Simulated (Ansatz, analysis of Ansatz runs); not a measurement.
# LaOF (R-3m), nudged elastic band: F_i by the interstitialcy path (q = 0), part 2 of 3

How high is the barrier when F changes place in LaOF (R-3m)? The case: F_i by the interstitialcy path, charge 0, in a cell of 36 host atoms with 1 F put in.

Ansatz 0.2.0; plane-wave PAW DFT, PBEsol; nudged elastic band between two relaxed defect structures.

So far: Set-up; Relaxation of the start point, charge 0.

**2. Relaxation of the start point, charge 0 (continued)**

Level of this step: plane-wave PAW DFT, PBEsol; relaxation of all atoms of a defect supercell (Ansatz).

Relaxation path:

```
step  energy less that of the first step (eV)  largest force component (eV/Å)
   1                                   0.0000                          1.3557
   2                                  -0.4162                          1.4110
   3                                  -0.7270                          0.4315
   4                                  -0.7810                          0.0783
   5                                  -0.7845                          0.0486
   6                                  -0.7863                          0.0249
   7                                  -0.7868                          0.0145
   8                                  -0.7870                          0.0080
   9                                  -0.7871                          0.0098
  10                                  -0.7872                          0.0123
```

The atoms that moved most (Å, from the sites as typed, ahead of the random displacement, the mean shift of all atoms taken out):

```
atom      dx      dy      dz  length
La26  -0.005  -0.011  -0.147   0.147
La25   0.005   0.010   0.144   0.144
 F24   0.117   0.081  -0.003   0.142
 F30  -0.090   0.072  -0.067   0.134
 F35  -0.107  -0.077   0.007   0.132
 F12  -0.003  -0.130  -0.020   0.132
 F11   0.005   0.122   0.024   0.124
 F29   0.078  -0.065   0.069   0.123
```

Final coordinates:

```xyz
37
Lattice="-4.0132 6.9511 0.0000 -12.0397 0.0000 0.0000 -2.0066 1.1585 6.6894" Properties=species:S:1:pos:R:3 pbc="T T T"
La   -1.9827    1.1606    1.5016
La   -6.0296    3.4668    5.2151
O    -4.0019    2.3007    5.8267
O    -4.0405    2.3032    0.8728
F    -1.9930    1.1612    4.1184
F    -6.0100    3.4812    2.5947
La   -5.9985    1.1445    1.5268
La  -10.0590    3.4795    5.1603
O    -8.0505    2.2797    5.8316
O    -8.0056    2.3470    0.8499
F    -6.0181    1.2776    4.1191
F   -10.0396    3.3426    2.5629
La  -10.0332    1.1610    1.4665
La  -14.0758    3.4690    5.1802
O   -12.0216    2.3246    5.8104
O   -12.0578    2.3316    0.8554
F   -10.0532    1.1457    4.0900
F   -14.0631    3.4692    2.5657
La   -4.0093    4.6371    1.4941
La   -8.0690    6.9453    5.1565
O    -6.0266    5.8234    5.8183
O    -6.0666    5.7513    0.8562
F    -4.0112    4.6311    4.1133
F    -7.9125    7.0290    2.5793
La   -8.0249    4.6408    1.6451
La  -12.0483    6.9372    5.0300
O   -10.1070    5.8336    5.8604
O    -9.9613    5.7427    0.8017
F    -7.9512    4.5658    4.1646
F   -12.1331    7.0200    2.5155
La  -12.0008    4.6346    1.5287
La  -16.0635    6.9408    5.1886
O   -14.0032    5.8289    5.8252
O   -14.0460    5.7529    0.8630
F   -12.1500    4.5544    4.1025
F   -16.0614    6.9487    2.5673
F   -10.0389    5.7939    3.2829
```

Neighbours of F37 at the end:

```
atom  distance (Å)
 O28         2.483
 F30         2.545
 F12         2.555
 F24         2.558
 F11         2.575
 F29         2.578
 O27         2.579
 F35         2.582
```

This step gave:

```
free energy                                                                                       : -91144.0731 eV
total moment                                                                                      : 1 μB
integral of the absolute spin density                                                             : 1.153 μB
spin contamination                                                                                : 0.004296
largest move from the ideal geometry of this structure, a common shift of the far atoms taken out : 0.1491 Å
```

The relaxation gained 0.787 eV and ended with a largest force component of 0.012 eV/Å.

**3. Relaxation of the end point, charge 0**

The end point is relaxed in the same cell and settings, so that the two energies compare.

q0_M1.end/input.yaml

```yaml
crystal:
  lattice:
    - [-4.01323028, 6.95111875, 0.0]
    - [-12.03969085, 0.0, 0.0]
    - [-2.00661514, 1.15851979, 6.68937332]
  atoms:
    - { symbol: La, position: [0.12912111, 0.08608074, 0.22527337] }
    - { symbol: La, position: [0.37087889, 0.2472526, 0.77472663] }
[... 3 atom lines left out ...]
    - { symbol: F, position: [0.43550737, 0.29033824, 0.3869558] }
    - { symbol: La, position: [0.12912111, 0.41941407, 0.22527337] }
[... 3 atom lines left out ...]
    - { symbol: F, position: [0.25, 0.1667, 0.5] }
[... 8 atom lines left out ...]
    - { symbol: La, position: [0.87087889, 0.2472526, 0.77472663] }
[... 3 atom lines left out ...]
    - { symbol: F, position: [0.93550737, 0.29033824, 0.3869558] }
[... 1 atom line left out ...]
    - { symbol: La, position: [0.87087889, 0.58058593, 0.77472663] }
    - { symbol: O, position: [0.6884472, 0.4589648, 0.86931681] }
    - { symbol: O, position: [0.8115528, 0.5410352, 0.13068319] }
    - { symbol: F, position: [0.56449263, 0.37632842, 0.6130442] }
    - { symbol: F, position: [0.93550737, 0.62367158, 0.3869558] }
[... 4 atom lines left out ...]
    - { symbol: F, position: [0.56449263, 0.70966176, 0.6130442] }
[... 1 atom line left out ...]
    - { symbol: F, position: [1.064671, 0.376447, 0.611976] }
basis:
  ecutwfc: 420
  xc_grid: 2
hamiltonian:
  xc: pbesol
kpoints:
  mp_grid: { grid: [1, 1, 1] }
magnetization:
  spin_polarized: true
  initial_magnetization: 1
  spin_locking: { lock_magnetization: hard }
scf:
  occupations: { method: fixed }
  max_iter: 100
output:
  forces: true
relax:
  f_tol: 0.015
  max_steps: 70
  random_displacement: { amplitude: 0.03, seed: 435 }
```

Started as:

```sh
$ ansatz run input.yaml --threads 4 --pin off --max-ram 7536MiB --backend cpu --events-out ev --progress --plain --runs-dir out
```

The program printed:

```text
[...]
Crystal: 37 atoms, lattice volume = 559.829 Å³
Basis set: ecut = 420 eV, 10937 PW (Γ), exchange–correlation on 108×162×96 points (8 copies of the dense FFT grid, shifted against one another)
Bands: 185, of which v1, the nominal top of the filled ones, is band 148 counted from 1 (147 counted from 0)
Symmetry: 1 space group operations
k-points: 1
[...]
Starting moments: Σ|m| = 1 μB on 37 of 37 sites
[...]
SCF iter   1: F=—  HF=-91290.423485 eV  |F-HF|=—  |Δ(HF+E_count)|=         —  Δρ=3.07e-1 (↑3.07e-1 ↓3.03e-1)  dr2=4.28e3  dr2_m=1.22e-1  M=1.000 μB ∫|m|=1.058 μB  β_m=0.30  ethr=3.10e-3  ⟨swp⟩=4.0  Hψ=1310  notcnv=0  defer=58
[...]
SCF iter  17: F=-91143.332033 eV  HF=-91143.332035 eV  |F-HF|=1.70e-6  |Δ(HF+E_count)|=   5.21e-6  Δρ=1.63e-5 (↑1.39e-5 ↓1.63e-5)  dr2=4.31e-6  dr2_m=7.32e-8  M=1.000 μB ∫|m|=1.137 μB  ethr=1.91e-9  ⟨swp⟩=5.0  Hψ=1204  notcnv=0
[...]
- { symbol: La, position: [0.872355, 0.249639, 0.770659] }
    - { symbol: O, position: [0.682795, 0.129168, 0.871758] }
    - { symbol: O, position: [0.816594, 0.205195, 0.126501] }
    - { symbol: F, position: [0.581920, 0.036727, 0.615376] }
    - { symbol: F, position: [0.917563, 0.297595, 0.382835] }
    - { symbol: La, position: [0.630564, 0.419803, 0.218809] }
    - { symbol: La, position: [0.869923, 0.583500, 0.774024] }
    - { symbol: O, position: [0.689609, 0.457187, 0.868014] }
    - { symbol: O, position: [0.813934, 0.542233, 0.127410] }
    - { symbol: F, position: [0.563173, 0.378439, 0.611114] }
    - { symbol: F, position: [0.935038, 0.625865, 0.383118] }
    - { symbol: La, position: [0.629513, 0.750836, 0.224125] }
    - { symbol: La, position: [0.868826, 0.914524, 0.779436] }
    - { symbol: O, position: [0.685524, 0.792115, 0.870756] }
    - { symbol: O, position: [0.809805, 0.877139, 0.130219] }
    - { symbol: F, position: [0.564403, 0.708450, 0.615115] }
    - { symbol: F, position: [0.936326, 0.955829, 0.387115] }
    - { symbol: F, position: [1.052779, 0.389727, 0.613291] }
[key lines of the parts left out:]
SCF converged after 7 iterations
Magnetization: 1.0000 μB (148.0000 up, 147.0000 down)
Free energy (F): -91144.073241 eV
Fermi energy:    8.408911 (↑ 8.393531, ↓ 8.408911) eV
```

It took 92 s on 4 threads of AMD EPYC 7R43, shared host; peak memory 1 GiB; 4.9 min of CPU time.

Step by step:

```
step  energy less that of the first step (eV)  largest force component (eV/Å)
   1                                   0.0000                          1.6662
   2                                  -0.4508                          1.1936
   3                                  -0.6924                          0.3583
   4                                  -0.7362                          0.0608
   5                                  -0.7341                          0.1123
   6                                  -0.7396                          0.0428
   7                                  -0.7410                          0.0151
   8                                  -0.7412                          0.0087
```

Relaxation step 5 was tried and not accepted.

The atoms that moved most (Å, from the sites as typed, ahead of the random displacement, the mean shift of all atoms taken out):

```
atom      dx      dy      dz  length
 La1   0.005   0.010   0.144   0.145
 La2  -0.005  -0.011  -0.144   0.145
 F37  -0.112  -0.078   0.015   0.137
 F18   0.112   0.078  -0.008   0.137
  F6  -0.085   0.069  -0.068   0.129
  F5   0.085  -0.069   0.067   0.129
 F23   0.004   0.127   0.021   0.129
 F24  -0.004  -0.127  -0.022   0.128
```

Neighbours of F37 at the end:

```
atom  distance (Å)
La26         2.455
 La2         2.562
 F11         2.570
La20         2.578
 La7         2.583
 F30         2.682
 O27         2.809
  O9         2.831
 F24         2.882
```

Read from the output:

| Item | Value |
| --- | --- |
| free energy | -91144.0732 eV |
| total moment | 1 μB |
| integral of the absolute spin density | 1.153 μB |
| spin contamination | 0.004292 |
| largest move from the ideal geometry of this structure, a common shift of the far atoms taken out | 0.1536 Å |

The relaxation gained 0.741 eV and ended with a largest force component of 0.0087 eV/Å. The end lies within 1 meV of the start.

(Part 2 of 3 ends here.)

[Long decimals in the printed logs are rounded to 6 places.]

[Repeated set-up lines and some long k-point lines are left out of the logs, and relaxed atomic positions are cut to six decimals.]

[Logs are printed without paths, hosts, clocks, repeated set-up lines and the standing remarks that a program may print on its own settings, such as how far it seeks lower states.]

[Hosts, paths, dates, database ids (printed as entryN), source tags and the programs' standing remarks are cut or masked in the printed files.]
